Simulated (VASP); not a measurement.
# GePt (Pnma) in VASP: single point with PBE

Aim: the single point of GePt with PBE.

All numbers are computed with VASP 6.6.1; they aren't measurements. Logs are shortened: lines on timing, memory, paths and dates and some standing lists are left out, and cuts for length are marked.

## Step 1: The structure

It takes space group Pnma (No. 62, orthorhombic). Conventional cell: a = 5.732 Å, b = 3.701 Å, c = 6.088 Å, α = 90.00°, β = 90.00°, γ = 90.00°. Ge (site symmetry m) has 6 Pt at 2.50 to 2.63 Å as nearest neighbours. Around Pt (site symmetry m) lie 6 Ge at 2.50 to 2.63 Å.

## Step 2: Single point, PBE

INCAR

```
ALGO     = Normal         # electronic algorithm
EDIFF    = 1E-5           # SCF threshold, eV
ENCUT    = 520            # plane-wave cutoff, eV
GGA      = PE             # functional
ISIF     = 2              # what is computed and relaxed
ISMEAR   = 0              # smearing method
KPAR     = 4            
LASPH    = True           # aspherical terms in the spheres
LCHARG   = False          # write CHGCAR
LREAL    = False          # projectors in reciprocal space
LWAVE    = False          # write WAVECAR
NELM     = 100            # most SCF steps
PREC     = Accurate       # precision mode
SIGMA    = 0.05           # smearing width, eV
```

KPOINTS

```
k-points
0
Gamma
  4 6 4
```

POSCAR

```
GePt
1.0
    5.7319998700      0.0000000000      0.0000000000
    0.0000000000      3.7009999800      0.0000000000
    0.0000000000      0.0000000000      6.0879998200
Ge Pt
4 4
Direct
    0.8050000100      0.7500000000      0.5899999700
    0.1949999900      0.2500000000      0.4100000300
    0.6949999900      0.2500000000      0.0899999700
    0.3050000100      0.7500000000      0.9100000300
    0.9900000100      0.7500000000      0.1949999900
    0.0099999900      0.2500000000      0.8050000100
    0.5099999900      0.2500000000      0.6949999900
    0.4900000100      0.7500000000      0.3050000100
```

Potentials or basis: VASP PAW PBE potentials, release 64 (Ge_d, Pt).

Run with:

```console
cat potpaw_PBE.64/Ge_d/POTCAR potpaw_PBE.64/Pt/POTCAR > POTCAR
mpirun -np 4 vasp_std > vasp.out
```

OUTCAR:

```text
EDIFF = 1E-5
   ENCUT = 520
   GGA = PE
   ISIF = 2
   ISMEAR = 0
   LASPH = True
   LREAL = False
   NELM = 100
   PREC = Accurate

 ion  position               nearest neighbor table
   1  0.805  0.750  0.590-   8 2.50   6 2.55   6 2.55   7 2.59   7 2.59   5 2.63
   2  0.195  0.250  0.410-   7 2.50   5 2.55   5 2.55   8 2.59   8 2.59   6 2.63
   3  0.695  0.250  0.090-   6 2.50   8 2.55   8 2.55   5 2.59   5 2.59   7 2.63
   4  0.305  0.750  0.910-   5 2.50   7 2.55   7 2.55   6 2.59   6 2.59   8 2.63
   5  0.990  0.750  0.195-   4 2.50   2 2.55   2 2.55   3 2.59   3 2.59   1 2.63   8 2.94   8 2.94
                             6 3.01   6 3.01
   6  0.010  0.250  0.805-   3 2.50   1 2.55   1 2.55   4 2.59   4 2.59   2 2.63   7 2.94   7 2.94
                             5 3.01   5 3.01
   7  0.510  0.250  0.695-   2 2.50   4 2.55   4 2.55   1 2.59   1 2.59   3 2.63   6 2.94   6 2.94
                             8 3.01   8 3.01
   8  0.490  0.750  0.305-   1 2.50   3 2.55   3 2.55   2 2.59   2 2.59   4 2.63   5 2.94   5 2.94
                             7 3.01   7 3.01

  LATTYP: Found a simple orthorhombic cell.
 ALAT       =     3.7009999800
 B/A-ratio  =     1.5487705758
 C/A-ratio  =     1.6449607817

  Lattice vectors:

 A1 = (   0.0000000000,  -3.7009999800,   0.0000000000)
 A2 = (   5.7319998700,   0.0000000000,   0.0000000000)
 A3 = (   0.0000000000,   0.0000000000,   6.0879998200)

Analysis of symmetry for initial positions (statically):
=====================================================================
 Subroutine PRICEL returns:
 Original cell was already a primitive cell.

 Routine SETGRP: Setting up the symmetry group for a
 simple orthorhombic supercell.

 Subroutine GETGRP returns: Found  8 space group operations
 (whereof  2 operations were pure point group operations)
 out of a pool of  8 trial point group operations.

The static configuration has the point symmetry S_2 .
 The point group associated with its full space group is D_2h.

Analysis of symmetry for dynamics (positions and initial velocities):
=====================================================================
 Subroutine PRICEL returns:
 Original cell was already a primitive cell.

 Routine SETGRP: Setting up the symmetry group for a
 simple orthorhombic supercell.

 Subroutine GETGRP returns: Found  8 space group operations
 (whereof  2 operations were pure point group operations)
 out of a pool of  8 trial point group operations.

The dynamic configuration has the point symmetry S_2 .
 The point group associated with its full space group is D_2h.

 Subroutine INISYM returns: Found  8 space group operations
 (whereof  2 operations are pure point group operations),
 and found     1 'primitive' translations

----------------------------------------------------------------------------------------

                                     Primitive cell

  volume of cell :     129.1516

  direct lattice vectors                    reciprocal lattice vectors
     5.731999870  0.000000000  0.000000000     0.174459181  0.000000000  0.000000000
     0.000000000  3.700999980  0.000000000     0.000000000  0.270197245  0.000000000
     0.000000000  0.000000000  6.087999820     0.000000000  0.000000000  0.164257561

  length of vectors
     5.731999870  3.700999980  6.087999820     0.174459181  0.270197245  0.164257561

  position of ions in fractional coordinates (direct lattice)
     0.805000010  0.750000000  0.589999970
     0.194999990  0.250000000  0.410000030
     0.694999990  0.250000000  0.089999970
     0.305000010  0.750000000  0.910000030
     0.990000010  0.750000000  0.194999990
     0.009999990  0.250000000  0.805000010
     0.509999990  0.250000000  0.694999990
     0.490000010  0.750000000  0.305000010

  ion indices of the primitive-cell ions
   primitive index   ion index
                 1           1
                 2           2
                 3           3
                 4           4
                 5           5
                 6           6
                 7           7
                 8           8

----------------------------------------------------------------------------------------

 KPOINTS: k-points

Automatic generation of k-mesh.
 Grid dimensions read from file:
 generate k-points for:    4    6    4

 Generating k-lattice:

  Cartesian coordinates                     Fractional coordinates (reciprocal lattice)
     0.043614795  0.000000000  0.000000000     0.250000000  0.000000000  0.000000000
     0.000000000  0.045032874  0.000000000     0.000000000  0.166666667  0.000000000
     0.000000000  0.000000000  0.041064390     0.000000000  0.000000000  0.250000000

  Length of vectors
     0.043614795  0.045032874  0.041064390

  Shift w.r.t. Gamma in fractional coordinates (k-lattice)
     0.000000000  0.000000000  0.000000000

 Subroutine IBZKPT returns following result:
 ===========================================

 Found     36 irreducible k-points:

 Following reciprocal coordinates:
            Coordinates               Weight
  0.000000  0.000000  0.000000      1.000000
  0.250000  0.000000  0.000000      2.000000
  0.500000  0.000000  0.000000      1.000000
  0.000000  0.166667  0.000000      2.000000
  0.250000  0.166667  0.000000      4.000000
  0.500000  0.166667  0.000000      2.000000
[... 16 lines left out ...]
  0.250000  0.500000  0.250000      4.000000
  0.500000  0.500000  0.250000      2.000000
 [... further k-points ...]
   k-points           NKPTS =     36   k-points in BZ     NKDIM =     36   number of bands    NBANDS=     57
   number of dos      NEDOS =    301   number of ions     NIONS =      8
   total plane-waves  NPLWV =  64512
   dimension x,y,z NGX =    48 NGY =   28 NGZ =   48
   dimension x,y,z NGXF=    96 NGYF=   56 NGZF=   96
   ions per type =               4   4
   NGX,Y,Z   is equivalent  to a cutoff of  13.92, 12.58, 13.11 a.u.
   NGXF,Y,Z  is equivalent  to a cutoff of  27.84, 25.15, 26.21 a.u.
 SYSTEM =  unknown system
   PREC   = accura    normal or accurate (medium, high low for compatibility)
   ISTART =      0    job   : 0-new  1-cont  2-samecut
   ICHARG =      2    charge: 1-file 2-atom 10-const
   ISPIN  =      1    spin polarized calculation?
   LNONCOLLINEAR =      F non collinear calculations
   LSORBIT =      F    spin-orbit coupling
   LASPH  =      T    aspherical Exc in radial PAW
   ENCUT  =  520.0 eV  38.22 Ry    6.18 a.u.  10.66  6.88 11.32*2*pi/ulx,y,z
   NELM   =    100;   NELMIN=  2; NELMDL= -5     # of ELM steps
   EDIFF  = 0.1E-04   stopping-criterion for ELM
   LREAL  =      F    real-space projection
   EDIFFG = 0.1E-03   stopping-criterion for IOM
   NSW    =      0    number of steps for IOM
   IBRION =     -1    ionic relax: 0-MD 1-quasi-New 2-CG
   NFREE  =      0    steps in history (QN), initial steepest desc. (CG)
   ISIF   =      2    stress and relaxation
   ISYM   =      2    0-nonsym 1-usesym 2-fastsym
   POTIM  = 0.5000    time-step for ionic-motion
   TEBEG  =    0.0;   TEEND  =   0.0 temperature during run
   PSTRESS=    0.0 pullay stress
   NELECT =      96.0000    total number of electrons
   NUPDOWN=      -1.0000    fix difference up-down
   EMIN   =  10.00;   EMAX   =-10.00  energy-range for DOS
   EFERMI =   0.00;   METHOD = LEGACY
   ISMEAR =     0;   SIGMA  =   0.05  broadening in eV -4-tet -1-fermi 0-gaus
   EFERMI_NEDOS =   21; number of points for ismear=-14 and -15
   IALGO  =     38    algorithm
   IMIX   =      4    mixing-type and parameters
     AMIX     =   0.40;   BMIX     =  1.00
     AMIX_MAG =   1.60;   BMIX_MAG =  1.00
  volume/ion in A,a.u.               =      16.14       108.94
  Fermi-wavevector in a.u.,A,eV,Ry     =   1.482969  2.802404 29.921875  2.199196
  Thomas-Fermi vector in A             =   2.596689
   LORBIT       =      0    0 simple, 1 ext, 2 COOP (PROOUT), +10 PAW based schemes
   GGA     = PE    functional components
   LHFCALC =     F    Hartree Fock is set to
   AEXX    =    0.0000 exact exchange contribution
   IVDW    =     0    specifies the selected vdW correction
   LEPSILON=     F    determine dielectric tensor
   LRPA    =     F    only Hartree local field effects (RPA)
 non-spin polarized calculation
 Gauss-broadening in eV      SIGMA  =   0.05
  energy-cutoff  :      520.00
  volume of cell :      129.15
 maximum number of plane-waves:      3514
 NGX is ok and might be reduce to    48
   NGX = 21   NGY = 13   NGZ = 23

 number of electron      96.0000031 magnetization

 Free energy of the ion-electron system (eV)
  ---------------------------------------------------
  ext. energy  EPLUGINS =         0.00000000
  ---------------------------------------------------
  free energy    TOTEN  =       -45.98897762 eV

  energy without entropy =      -45.98501221  energy(sigma->0) =      -45.98699491

 E-fermi :   9.7934     XC(G=0): -12.4616

 val. band max:        9.7622587269   @ k =   0.5000   0.1667   0.2500
 cond. band min:       9.8158677399   @ k =   0.0000   0.5000   0.2500
 fundamental gap:      0.0536090130
 Fermi energy:         9.7933507301

 k-point     1 :       0.0000    0.0000    0.0000
  band No.  band energies     occupation
      1     -15.3978      2.00000
      2     -15.3919      2.00000
      3     -15.3895      2.00000
      4     -15.3876      2.00000
      5     -15.3806      2.00000
      6     -15.3676      2.00000
[... 49 lines left out ...]
     56      14.8543      0.00000
     57      14.9539      0.00000

 k-point     2 :       0.2500    0.0000    0.0000
  band No.  band energies     occupation
      1     -15.3961      2.00000
      2     -15.3903      2.00000
      3     -15.3902      2.00000
      4     -15.3869      2.00000
      5     -15.3792      2.00000
      6     -15.3695      2.00000
[... 49 lines left out ...]
     56      14.8385      0.00000
     57      14.8797      0.00000
[... 1258 lines left out ...]
     56      13.0977      0.00000
     57      15.9599      0.00000

 k-point    24 :       0.5000    0.5000    0.2500
  band No.  band energies     occupation
      1     -15.3863      2.00000
      2     -15.3863      2.00000
      3     -15.3863      2.00000
      4     -15.3863      2.00000
      5     -15.3726      2.00000
      6     -15.3726      2.00000
[... 49 lines left out ...]
     56      13.8265      0.00000
     57      15.0833      0.00000

 [... further k-points ...]

------------------------ aborting loop because EDIFF is reached ----------------------------------------

  FORCE on cell =-STRESS in cart. coord.  units (eV):
  Direction    XX          YY          ZZ          XY          YZ          ZX
  --------------------------------------------------------------------------------------
  -------------------------------------------------------------------------------------
  Total        6.9774208      6.4235103      5.7243256     -0.0000000      0.0000000      0.0000000
  in kB       86.5576809     79.6862010     71.0125359     -0.0000000      0.0000000      0.0000000
  external PRESSURE =      79.0854726 kB  Pullay stress =       0.0000000 kB

 VOLUME and BASIS-vectors are now :
 -----------------------------------------------------------------------------
  energy-cutoff  :      520.00
  volume of cell :      129.15
      direct lattice vectors                 reciprocal lattice vectors
     5.731999870  0.000000000  0.000000000     0.174459181  0.000000000  0.000000000
     0.000000000  3.700999980  0.000000000     0.000000000  0.270197245  0.000000000
     0.000000000  0.000000000  6.087999820     0.000000000  0.000000000  0.164257561

 POSITION                                       TOTAL-FORCE (eV/Angst)
 -----------------------------------------------------------------------------------
      4.61426      2.77575      3.59192         0.455829      0.000000     -0.082016
      1.11774      0.92525      2.49608        -0.455829     -0.000000      0.082016
      3.98374      0.92525      0.54792        -0.455829      0.000000     -0.082016
      1.74826      2.77575      5.54008         0.455829     -0.000000      0.082016
      5.67468      2.77575      1.18716         0.191235      0.000000     -0.005862
      0.05732      0.92525      4.90084        -0.191235     -0.000000      0.005862
      2.92332      0.92525      4.23116        -0.191235     -0.000000     -0.005862
      2.80868      2.77575      1.85684         0.191235      0.000000      0.005862
 -----------------------------------------------------------------------------------
    total drift:                                0.000000      0.000000      0.000000

  FREE ENERGIE OF THE ION-ELECTRON SYSTEM (eV)
  ---------------------------------------------------
  free  energy   TOTEN  =       -45.9889776224 eV

  energy  without entropy=      -45.9850122071  energy(sigma->0) =      -45.98699491
```

It took 94 s on 4 MPI ranks of Intel Xeon Platinum 8259CL at 2.50GHz (Skylake/Cascade Lake), shared host; peak memory 0.36 GiB.

What came out:

* Free energy: -45.9890 eV
* Pressure: 7.9 GPa
* Largest force: 0.463 eV/Å
* Band gap on the k mesh: none (metal or under the smearing width)

Forces on the atoms (eV/Å):
```
Ge   0.456  0.000 -0.082
Ge  -0.456  0.000  0.082
Ge  -0.456  0.000 -0.082
Ge   0.456  0.000  0.082
Pt   0.191  0.000 -0.006
Pt  -0.191  0.000  0.006
Pt  -0.191  0.000 -0.006
Pt   0.191  0.000  0.006
```

Stress tensor (GPa, compression positive):
```
8.66 0.00 0.00
0.00 7.97 0.00
0.00 0.00 7.10
```

The run has no spin-orbit coupling, so splittings on Pt are missing.
